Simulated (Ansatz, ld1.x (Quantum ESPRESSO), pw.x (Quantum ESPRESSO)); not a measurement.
# vanadium: one change to the ultrasoft potential, in the atom and in the fcc crystal

```json
{
  "Element": "V",
  "Generator": "ld1.x (Quantum ESPRESSO) 7.5",
  "Type": "ultrasoft",
  "Functional": "PBE",
  "Relativity": "scalar-relativistic",
  "Frozen core": "[Ar]",
  "Valence charge": "5",
  "Reference configuration": "3d3.5 4s1.5 4p0",
  "Partial waves": "4s (bound): rcut 2.80, rcutus 3.45 bohr; 4s channel at 3.8 Ry: rcut 2.80, rcutus 3.45 bohr; 4p (bound, empty): rcut 2.70, rcutus 3.40 bohr; 4p channel at 0.2 Ry: rcut 2.70, rcutus 3.40 bohr; 3d (bound): rcut 1.75, rcutus 2.40 bohr; 3d channel at 4 Ry: rcut 1.75, rcutus 2.40 bohr",
  "Local potential": "all-electron potential smoothed inside 2.55 bohr (lloc = -1)",
  "Core correction": "none",
  "Augmentation charge": "PSQ, radius 1.60 bohr"
}
```

Change: waves 3d (bound): rcut 1.75, rcutus 1.86 bohr; 3d channel at 4 Ry: rcut 1.75, rcutus 1.86 bohr.

Cutoffs, loose and tight: the cutoffs (Ry, on a coarse ladder) from which the occupation-weighted sum of valence levels, in a spherical-Bessel basis at the reference potential, stays within 10 and 1 mRy of its value at 400 Ry. They do not see the model core or the augmentation charge, which bear on the density cutoff. Test errors are all-electron minus pseudo excitation energies from the reference, over the configurations 3d3 4s2 4p0; 3d3 4s1 4p0; 3d3 4s0 4p0; 3d4 4s1 4p0; 3d3 4s0 4p1; 3d2 4s2 4p1; 3d2 4s0 4p0; variants that change the core or the reference have their own tests.

Crystal test: fcc V in pw.x 7.5, no spin, 15³ k-points, Fermi–Dirac smearing 0.01 Ry, cutoffs set for each file from its atomic test. The reference is all-electron LAPW (Ansatz 0.2.0) with the same functional, mesh and smearing; V0 and B0 come from Birch–Murnaghan fits to the pressures at five volumes. Errors are pseudo minus all-electron; Δ is the rms difference of the E(V) curves that follow from these fits, minima aligned, over ±6 % about the mean V0. Mesh and smearing are coarse, so the numbers serve the comparison and aren't converged zero-temperature values; the lattice is a test structure that the element need not adopt.

All-electron: a0 = 3.820 Å (V0 = 13.94 Å³/atom), B0 = 173.4 GPa.

Question: Does the change bring the crystal closer to the all-electron result?

Answer: The mean pressure error goes from +40.62 to +10.15 GPa, so the change moves the solid closer to the all-electron pressures.

| quantity | base | changed |
| --- | --- | --- |
| outcome (atom) | generated | generated |
| cutoff, loose (atom) | 18 Ry | 30 Ry |
| cutoff, tight (atom) | 30 Ry | 45 Ry |
| bound ghosts (atom) | none | none |
| largest test error (meV) (atom) | +119 over the solved tests; 1 of 7 tests not solved or not reliable | +178 over the solved tests; 1 of 7 tests not solved or not reliable |
| cutoffs in pw.x (Ry) | 40/320 | 55/440 |
| a0 (Å) | – | 3.886 |
| a0 error (%) | – | +1.70 |
| B0 error (%) | – | +3.2 |
| Δ (meV/atom) | – | 28.3 |
| mean pressure error (GPa) | +40.62 | +10.15 |

A dash: not determined, or the minimum lies outside the volumes sampled.

Base: The largest radius (3.45 bohr) exceeds half the bond length (2.55 bohr), so the spheres overlap, which is one possible source of error among others. This is a poor potential for the solid. Atomic configuration tests: 1 of 7 tests not solved or not reliable. Changed file: The largest radius (3.45 bohr) exceeds half the bond length (2.55 bohr), so the spheres overlap, which is one possible source of error among others. This is a poor potential for the solid. Atomic configuration tests: 1 of 7 tests not solved or not reliable. The atomic cutoffs weigh occupied waves only.
